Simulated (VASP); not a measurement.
Input of a VASP 6.6.1 run:

File INCAR:

```
ALGO = Fast ; EDIFF = 1E-7
EDIFFG = -0.002 ; ENCUT = 520
GGA = PE ; GGA_COMPAT = False
IBRION = 2 ; ISIF = 3
ISMEAR = 0 ; KPAR = 4
LASPH = True ; LCHARG = False
LMAXMIX = 4 ; LORBIT = 11
LREAL = False ; LSORBIT = True
LWAVE = False ; MAGMOM = 0 0 0 0 0 0
NELM = 60 ; NSW = 80
PREC = Accurate ; SIGMA = 0.1
```

File KPOINTS:

```
k-points
0
Gamma
  16 16 16
```

POSCAR

```
TaC                                     
1.0
    0.0000000000      2.2399722610      2.2399722610
    2.2399722610      0.0000000000      2.2399722610
    2.2399722610      2.2399722610      0.0000000000
  Ta              C             
     1     1
Direct
     0.0000000000000000    0.0000000000000000    0.0000000000000000
     0.5000000000000000    0.5000000000000000    0.5000000000000000
```

Potentials or basis: VASP PAW PBE potentials, release 64 (Ta_pv, C).

Launch:

```bash
$ cat potpaw_PBE.64/Ta_pv/POTCAR potpaw_PBE.64/C/POTCAR > POTCAR
$ mpirun -np 4 vasp_ncl > vasp.out
```

Task: What does it give for the net moment?

Result: 0.00 μB per cell.

Final structure:
```xyz
2
Lattice="0.0000 2.2400 2.2400 2.2400 0.0000 2.2400 2.2400 2.2400 0.0000" Properties=species:S:1:pos:R:3 pbc="T T T"
Ta    0.0000    0.0000    0.0000
C     2.2400    2.2400    2.2400
```

Caveat: the relaxation stopped at its first step, so nothing moved.
